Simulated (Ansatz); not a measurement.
## SiC (wurtzite): G0W0 against its settings

SiC in the wurtzite structure, relaxed with r2SCAN; one-shot G0W0 in Ansatz without spin-orbit coupling. Calculated for a static, non-magnetic cell.

```
Si C
1.0
     3.07536    0.00000    0.00000
    -1.53768    2.66334    0.00000
     0.00000    0.00000    5.04811
Si C
2 2
Direct
  0.33333 0.66667 0.99959
  0.66667 0.33333 0.49959
  0.33333 0.66667 0.37541
  0.66667 0.33333 0.87541
```

Gaps are read over the mesh points alone. G0W0 values are finite-basis, finite-mesh values.

| start | potentials | frequency model | mesh | empty bands | screening cutoff (eV) | Kohn-Sham gap (eV) | G0W0 gap (eV) |
| --- | --- | --- | --- | --- | --- | --- | --- |
| PBE | PAW | contour deformation | 6×6×4 | 93 | 100 | 2.27 | 2.92 |
| PBE | PAW | contour deformation | 6×6×4 | 226 | 180 | 2.27 | 3.13 |
| PBE | PAW | contour deformation | 6×6×4 | 439 | 260 | 2.27 | 3.21 |
| HSE06 | PAW | contour deformation | 6×6×4 | 226 | 180 | 3.16 | 3.51 |
| r2SCAN | PAW | contour deformation | 6×6×4 | 226 | 180 | 2.65 | 3.29 |
| PBE0 | PAW | contour deformation | 6×6×4 | 226 | 180 | 3.88 | 3.68 |
| PBE | PAW | Godby-Needs pole | 6×6×4 | 226 | 180 | 2.27 | 3.05 |
| PBE | PAW | contour deformation | 9×9×4 | 67 | 80 | 2.28 | 2.83 |
| PBE | norm-conserving | contour deformation | 6×6×4 | 226 | 180 | 2.26 | 3.13 |

G0W0 moves the gap on the mesh from 2.27 eV (PBE) to 3.21 eV (Γ to K). Renormalisation factors Z lie between 0.76 and 0.82.

Raising bands and cutoff together moves the gap by +0.21 eV (100 to 180 eV), then +0.08 eV (180 to 260 eV); the last step is still large, so the basis limit isn't reached. Starting from HSE06 (3.16 eV against PBE's 2.27 eV) gives 3.51 eV, +0.38 eV from G0W0@PBE at the same screening cutoff. Starting from r2SCAN (2.65 eV against PBE's 2.27 eV) gives 3.29 eV, +0.16 eV from G0W0@PBE at the same screening cutoff. Starting from PBE0 (3.88 eV against PBE's 2.27 eV) gives 3.68 eV, +0.55 eV from G0W0@PBE at the same screening cutoff. The Godby-Needs plasmon pole differs from contour deformation by -0.08 eV. Norm-conserving potentials (wave cutoff 1116 eV against 420 eV) shift the quasiparticle gap by 0.00 eV and the PBE gap by -0.01 eV. r2SCAN runs take a wave cutoff of 500 eV.
